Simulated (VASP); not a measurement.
Al: single point with LDA

Al:

```
Al
1.0
    -1.59122    1.59122    1.59122
     1.59122   -1.59122    1.59122
     1.59122    1.59122   -1.59122
Al
1
Direct
  0.00000 0.00000 0.00000
```

This isn't the form of Al at room conditions, which is fcc.

```
Program                : VASP 6.6.1
Task                   : single point
Functional             : LDA
Potentials or basis    : VASP PAW LDA potentials, release 54 (Al)
Cutoff                 : 520 eV
k mesh                 : 12 × 12 × 12
Occupations            : gaussian, width 0.05 eV
Spin                   : no spin polarisation
Further INCAR settings : ALGO = Normal; EDIFF = 1.00e-06; NBANDS = 8
```

```
Pressure               : 0.6 GPa
Band gap on the k mesh : none (metal or under the smearing width)
```

Levels at points of the mesh, in eV from the Fermi level:
```csv
k point,band 1,band 2,band 3,band 4,band 5,band 6
"(0.00, 0.00, 0.00)",-11.22,13.37,13.37,13.37,14.81,14.81
"(0.50, 0.00, 0.00)",-4.33,-3.86,8.26,8.37,10.13,11.58
"(0.50, 0.50, 0.50)",1.92,1.92,1.92,3.06,3.06,5.70
```

Wall time 6.5 s on 1 thread of Intel(R) Xeon(R) Platinum 8488C (Sapphire Rapids), with other jobs on the host, peak memory 0.11 GiB.
